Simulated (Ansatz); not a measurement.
**SiC (F-43m): lattice vibrations**

```
CELL_PARAMETERS angstrom
0.00000 2.17842 2.17842
2.17842 0.00000 2.17842
2.17842 2.17842 0.00000
ATOMIC_POSITIONS crystal
Si 0.00000 0.00000 0.00000
C 0.75000 0.75000 0.75000
```

Computed, not measured; unless marked otherwise by PBEsol, all-electron LAPW in Ansatz 0.2.0, scalar-relativistic. k mesh 10×10×10, fixed occupations, basis error target 1 meV/atom. The cell was relaxed by PAW under this functional.

Atoms are displaced by 0.01 Å in the smallest supercells that hold the wave vectors of a 2×2×2 mesh. Negative values stand for unstable modes. The zone centre has no LO-TO term.

(1) What are the phonon energies at the solved wave vectors, in meV?

(2) Is the structure dynamically stable at these wave vectors?

(3) How do the optical zone-centre modes decompose, and which are active?

(4) How well do frozen-core PAW files reproduce these all-electron values?

(5) The cell is scaled evenly to 20.365 and 20.985 Å³ (from 20.675), with free atoms relaxed and the shape held. What are the mode Grüneisen parameters γ = −d ln ω/d ln V?

(6) Linear response on PAW files adds the field. What are the dielectric tensor, the Born charges and the LO shift?

## Answers

(1) 

```tsv
q	point	modes (meV)
0.000 0.000 0.000	Gamma	97.43 (×3)
0.500 0.000 0.000	L	31.61 (×2), 75.16, 94.25 (×2), 102.04
0.500 0.500 0.000	X	44.33 (×2), 77.64, 93.56 (×2), 100.85
```

(2) Yes, no mode is unstable there; wave vectors off this mesh aren't tested.

(3) Point group -43m: Γ_opt = T2.

| label | meV | activity | mostly |
| --- | --- | --- | --- |
| T2 | 97.43 | IR and Raman | C (70 %) |

(4) With a cutoff of 420 eV and displacements of 0.0025 Å, the r.m.s. difference over the modes is 0.7 cm⁻¹; the largest difference is 627.2 (PAW) against 626.2 cm⁻¹ (LAPW).

(5) For the highest mode, 837.6 cm⁻¹ in the small cell and 808.9 in the large one give γ ≈ 1.16. From the change of the dynamical matrix on each mode:

| point | cm⁻¹ | γ |
| --- | --- | --- |
| Gamma | 785.9 | 1.13 |
| L | 254.9 | -0.16 |
| L | 606.2 | 0.93 |
| L | 760.2 | 1.30 |
| L | 823.0 | 1.16 |
| X | 357.6 | 0.08 |
| X | 626.2 | 0.82 |
| X | 754.6 | 1.46 |
| X | 813.5 | 1.15 |

Weighted by the modes' heat capacities at 300 K, the mean on this mesh is 0.56; it moves with the q mesh, and a coarse one overweights the zone boundary. Rows under −0.05 (1 here) are modes that soften under compression and pull towards negative thermal expansion.

(6) ε∞ = (7.06, 7.06, 7.06) along x, y, z with local fields. Born charges (xx, yy, zz): Si1 (2.72, 2.72, 2.72); C2 (-2.72, -2.72, -2.72). The highest zone-centre mode lies at 786.5 cm⁻¹ without the macroscopic field and at 956.5 cm⁻¹ with it, for q along x. Lyddane-Sachs-Teller then gives ε₀ = ε∞ (ω_LO/ω_TO)² = 10.44. With the ions free to follow the field, the program's ε₀ is (10.44, 10.44, 10.44).

Known limits: the frozen-core PAW files of the compared runs were fitted under PBE, their cores solved anew for this functional; semilocal gaps are low, and ε∞ tends to come out large.
